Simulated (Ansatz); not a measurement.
Re under changes of volume

One of the cells (14.714 Å³/atom); the others are scaled copies at fixed shape and fractional positions:

```
Re
1.0
     2.76080    0.00000    0.00000
    -1.38040    2.39092    0.00000
     0.00000    0.00000    4.45820
Re
2
Direct
  0.66667 0.33333 0.75000
  0.33333 0.66667 0.25000
```

```yaml
Program: Ansatz 0.2.0
Functional: PBE
Potentials_or_basis: Ansatz PAW
Cutoff: "420 eV (not typed: the program's choice for these potentials)"
k_mesh: 11 × 11 × 6
Occupations: fermi-dirac, width 0.05 eV
Spin: no spin polarisation
```

| volume (Å³/atom) | energy over the lowest point (meV/atom) | pressure (GPa) |
| --- | --- | --- |
| 13.831 | 108.29 | 33.5 |
| 14.125 | 56.38 | 23.4 |
| 14.420 | 22.17 | 14.2 |
| 14.714 | 3.92 | 6.0 |
| 15.008 | 0.00 | -1.4 |
| 15.303 | 8.95 | -8.0 |
| 15.597 | ? | ? |

Task: What does the run at 15.597 Å³/atom give?

Result: Energy over the lowest point 29.45 meV/atom; pressure -14.0 GPa.

Worked out: A Birch-Murnaghan fit of order 3 (a polynomial in V^(-2/3)) to the other rows has its minimum at 14.95 Å³/atom with B0 = V·E''(V) = 363 GPa and B' = 4.4 at fixed shape and positions, which overstates the stiffness. It gives 29.41 meV/atom at 15.597 Å³/atom, against the run's 29.45, and -dE/dV = -14.1 GPa, against -14.0.

Energies are extrapolated to zero smearing.
